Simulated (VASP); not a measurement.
The system is CdSe.

```
CELL_PARAMETERS angstrom
0.00000 3.07027 3.07027
3.07027 0.00000 3.07027
3.07027 3.07027 0.00000
ATOMIC_POSITIONS crystal
Cd 0.00000 0.00000 0.00000
Se 0.25000 0.25000 0.25000
```

Measurements of this composition are mostly on another form, of space group No. 186.

Base run:

```yaml
Program: VASP 6.6.1
Functional: r2SCAN
Potentials_or_basis: VASP PAW PBE potentials, release 64 (Cd, Se)
Cutoff: 520 eV
k_mesh: 6 × 6 × 6
Occupations: gaussian, width 0.02 eV
Spin: spin-orbit coupling, no magnetisation
```

Its results: pressure 0.1 GPa.

**Question.** The run is repeated on the same cell with these changes: functional from r2SCAN to PBE; further incar settings from ALGO = Normal; EDIFF = 1e-06; NBANDS = 30 to ALGO = Fast; EDIFF = 1e-06; NBANDS = 30. What comes out?

**Answer.** Pressure 1.6 GPa.

Caveats: the PAW data sets were made with another functional, which shifts forces and pressure a little (some runs).
